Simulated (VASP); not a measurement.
Write the native input for VASP 6.6.1 that does the following.

```
Task                   : relaxation of cell and atoms
Functional             : r2SCAN
Potentials or basis    : VASP PAW PBE potentials, release 64 (B, As)
Cutoff                 : 600 eV
k mesh                 : 10 × 10 × 10
Occupations            : gaussian, width 0.03 eV
Spin                   : no spin polarisation
Further INCAR settings : ALGO = Normal; EDIFF = 1e-06; IBRION = 2; EDIFFG = -0.01; NSW = 90; ISIF = 3
```

The structure of BAs lies in POSCAR:

```
BAs
1.0
    0.0000000000      2.3885000000      2.3885000000
    2.3885000000      0.0000000000      2.3885000000
    2.3885000000      2.3885000000      0.0000000000
B As
1 1
Direct
    0.0000000000      0.0000000000      0.0000000000
    0.2500000000      0.2500000000      0.2500000000
```

One way to write it, as run:

INCAR

```
ALGO = Normal ; EDIFF = 1E-6
EDIFFG = -0.01 ; ENCUT = 600
IBRION = 2 ; ISIF = 3
ISMEAR = 0 ; LASPH = T
LCHARG = F ; LMIXTAU = T
LREAL = F ; LWAVE = F
METAGGA = R2SCAN ; NELM = 80
NSW = 90 ; PREC = Accurate
SIGMA = 0.03
```

KPOINTS

```
k-points
0
Gamma
  10 10 10
```

Potentials or basis: VASP PAW PBE potentials, release 64 (B, As).

The run is started by

```bash
$ cat potpaw_PBE.64/B/POTCAR potpaw_PBE.64/As/POTCAR > POTCAR
$ mpirun -np 1 vasp_std > vasp.out
```

Results of the run:

```json
{
 "Relaxed volume": "13.71 Å³/atom",
 "Relaxed cell": "a = 3.384 Å, b = 3.384 Å, c = 3.384 Å, α = 60.00°, β = 60.00°, γ = 60.00°",
 "Space group after relaxing (to 0.05 Å)": "F-43m (No. 216)",
 "Energy gained by relaxing": "0.2 meV/atom",
 "Ionic steps": "3",
 "Pressure after relaxing": "0.0 GPa",
 "Band gap on the k mesh": "1.38 eV, indirect (least direct gap 3.44 eV)"
}
```

Caveat: the PAW data sets were made with another functional, which shifts forces and pressure a little.

Wall time 110 s on 1 thread of Intel(R) Xeon(R) Platinum 8488C (Sapphire Rapids), on a shared host, peak memory 0.17 GiB.
